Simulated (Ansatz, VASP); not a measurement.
**MgO: VASP beside Ansatz**

The input INCAR:

```
PREC     = Accurate       # precision mode
ENCUT    = 520            # plane-wave cutoff, eV
EDIFF    = 1E-7           # SCF threshold, eV
ISMEAR   = 0              # smearing method
SIGMA    = 0.05           # smearing width, eV
LREAL    = False          # projectors in reciprocal space
LASPH    = True           # aspherical terms in the spheres
NELM     = 80             # most SCF steps
ALGO     = Normal         # electronic algorithm
ISIF     = 2              # what is computed and relaxed
LWAVE    = False          # write WAVECAR
LCHARG   = True           # write CHGCAR
GGA      = PS             # functional
LELF     = True           # ELF
LVHAR    = True         
NBANDS   = 11             # bands
```

KPOINTS

```
regular mesh
0
Gamma
  9 9 8
```

File POSCAR:

```
MgO
1.0
    2.9380209034      0.0000000000      0.0000000000
   -1.4690104517      2.5444007392      0.0000000000
    0.0000000000      0.0000000000      2.6796800000
Mg O
1 1
Direct
    0.0393019851      0.0786039702      0.0000000000
    0.3333333333      0.6666666667      0.5000000000
```

Input for Ansatz:

```yaml
crystal:
  lattice:
    - [2.9380209034, 0.0, 0.0]
    - [-1.4690104517, 2.5444007392, 0.0]
    - [0.0, 0.0, 2.67968]
  atoms:
    - { symbol: Mg, position: [0.0393019851, 0.0786039702, 0.0] }
    - { symbol: O, position: [0.3333333333, 0.6666666667, 0.5] }
basis:
  ecutwfc: 420
kpoints:
  mp_grid: { grid: [9, 9, 8] }
hamiltonian:
  xc: pbesol
scf:
  occupations: { method: gaussian, width: 0.05 }
output:
  forces: true
  stress: true
  eigenvalues: true
```

Alike in both runs: task single point; functional PBEsol; k mesh 9 × 9 × 8; occupations gaussian, width 0.05 eV; no spin polarisation.

|  | VASP | Ansatz |
| --- | --- | --- |
| version | VASP 6.6.1 | Ansatz 0.2.0 |
| potentials or method | VASP PAW PBE potentials, release 64 (Mg, O) | scalar-relativistic, plane waves, PAW |
| plane-wave cutoff (eV) | 520 | 420 |
| valence electrons in the cell | 8 | 16 |

VASP gave:

```
gap on the k mesh at the Fermi level (eV)       : 2.78
least direct gap on the mesh (eV)               : 3.34
pressure (GPa)                                  : -1.4
largest component of the traceless stress (GPa) : 1.63
rms of the force components (eV/Å)              : 0.554
```

Task: What did Ansatz give for the same quantities?

Result: gap on the k mesh at the Fermi level (eV): 2.79; least direct gap on the mesh (eV): 3.34; pressure (GPa): -1.0; largest component of the traceless stress (GPa): 1.60; rms of the force components (eV/Å): 0.548.

Atom by atom the forces differ by 0.006 eV/Å (rms over components). The two sets of potentials don't hold the same shells in valence.

Caveats: the PAW data sets were made with another functional, which shifts forces and pressure a little (VASP); an odd mesh through Γ misses points on the zone boundary, where band edges often lie.
